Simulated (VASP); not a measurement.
Crystal: Mn.

```
Mn
1.0
     0.00000    2.45950    2.45950
     2.45950    0.00000    2.45950
     2.45950    2.45950    0.00000
Mn
2
Cartesian
  2.4595 2.4595 2.4595
  3.6892 3.6892 3.6892
```

The cell was built by a generator and needn't be a form met in nature.

```yaml
Program: VASP 6.6.1
Task: relaxation of cell and atoms
Functional: PBE
Potentials_or_basis: VASP PAW PBE potentials, release 64 (Mn_pv)
Cutoff: 600 eV
k_mesh: 14 × 14 × 14
Occupations: gaussian, width 0.1 eV
Spin: no spin polarisation
```

At the start: pressure 3.8 GPa; volume 14.88 Å³/atom.

Problem. Where does the relaxation end?

Solution. Over 3 steps the energy falls by 3.7 meV/atom and the volume is 15.22 Å³/atom (+2.3 %); space group Fd-3m (No. 227, to 0.05 Å).

The path:
```tsv
step	energy change (eV)	largest force (eV/Å)	pressure (GPa)	volume (Å³)
1	0.0000	0.0000	3.78	29.76
2	0.0027	0.0000	-3.74	31.29
3	-0.0075	0.0000	0.10	30.44
```

Final structure:
```cif
data_structure
_symmetry_space_group_name_H-M 'P 1'
_symmetry_Int_Tables_number 1
_cell_length_a 3.5047
_cell_length_b 3.5047
_cell_length_c 3.5047
_cell_angle_alpha 60.000
_cell_angle_beta 60.000
_cell_angle_gamma 60.000
_cell_volume 30.44
loop_
_atom_site_label
_atom_site_type_symbol
_atom_site_fract_x
_atom_site_fract_y
_atom_site_fract_z
_atom_site_occupancy
Mn1 Mn 0.50000 0.50000 0.50000 1
Mn2 Mn 0.75000 0.75000 0.75000 1
```

Caveat: the run has no spin polarisation, though such a crystal can be magnetic.
